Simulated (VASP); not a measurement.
The system is GaN.

```
Ga N
1.0
     3.18000    0.00000    0.00000
    -1.59000    2.75396    0.00000
     0.00000    0.00000    5.16600
Ga N
2 2
Cartesian
  1.5900 0.9180 2.5830
  0.0000 1.8360 0.0000
  1.5900 0.9180 4.5203
  0.0000 1.8360 1.9373
```

- Program: VASP 6.6.1
- Task: relaxation of cell and atoms
- Functional: PBE
- Potentials or basis: VASP PAW PBE potentials, release 64 (Ga_d, N)
- Cutoff: 600 eV
- k mesh: 10 × 10 × 5
- Occupations: fermi-dirac, width 0.05 eV
- Spin: no spin polarisation

At the start: pressure 7.2 GPa; volume 11.31 Å³/atom.

Where does the relaxation end?

Over 12 steps the energy falls by 10.1 meV/atom and the volume is 11.76 Å³/atom (+4.0 %); space group P6_3mc (No. 186, to 0.05 Å).

The path:
| step | energy change (eV) | largest force (eV/Å) | pressure (GPa) | volume (Å³) |
| --- | --- | --- | --- | --- |
| 1 | 0.0000 | 0.1347 | 7.20 | 45.24 |
| 2 | -0.0114 | 0.0634 | -5.28 | 48.65 |
| 3 | -0.0402 | 0.0123 | -0.05 | 47.03 |
| 4 | -0.0402 | 0.0145 | 0.13 | 46.99 |
| 5 | -0.0402 | 0.0022 | 0.12 | 46.99 |
| 6 | -0.0402 | 0.0028 | 0.11 | 47.00 |
| 7 | -0.0402 | 0.0022 | 0.12 | 47.00 |
| 8 | -0.0402 | 0.0035 | -0.10 | 47.06 |
| 9 | -0.0403 | 0.0007 | 0.34 | 47.03 |
| 10 | -0.0402 | 0.0032 | -0.30 | 47.05 |
| 11 | -0.0403 | 0.0008 | 0.06 | 47.04 |
| 12 | -0.0403 | 0.0016 | -0.03 | 47.04 |

Final structure:
```
CELL_PARAMETERS angstrom
3.21851 0.00000 0.00000
-1.60926 2.78731 0.00000
0.00000 0.00000 5.24372
ATOMIC_POSITIONS crystal
Ga 0.66667 0.33333 0.49916
Ga 0.33333 0.66667 0.99916
N 0.66667 0.33333 0.87584
N 0.33333 0.66667 0.37584
```
